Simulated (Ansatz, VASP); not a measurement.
# One calculation of Mo, two programs

```xyz
1
Lattice="-1.5802 1.5802 1.5802 1.5802 -1.5802 1.5802 1.5802 1.5802 -1.5802" Properties=species:S:1:pos:R:3 pbc="T T T"
Mo    0.0000    0.0000    0.0000
```

Alike in both runs: functional PBE; k mesh 18 × 18 × 18; occupations gaussian, width 0.1 eV; no spin polarisation.

Ansatz relaxed the structure, and its values are those at the end. VASP's run is a single point on that final structure, the one shown.

|  | VASP | Ansatz |
| --- | --- | --- |
| version | VASP 6.6.1 | Ansatz 0.2.0 |
| potentials or method | VASP PAW PBE potentials, release 64 (Mo_sv) | scalar-relativistic, plane waves, PAW |
| plane-wave cutoff (eV) | 520 | 420 |
| valence electrons in the cell | 14 | 14 |

```csv
,VASP,Ansatz,Ansatz less VASP
gap on the k mesh at the Fermi level (eV),none,none,-
pressure (GPa),0.5,0.0,-0.50
```

A gap of «none» marks a metal or a gap that the smearing closes.
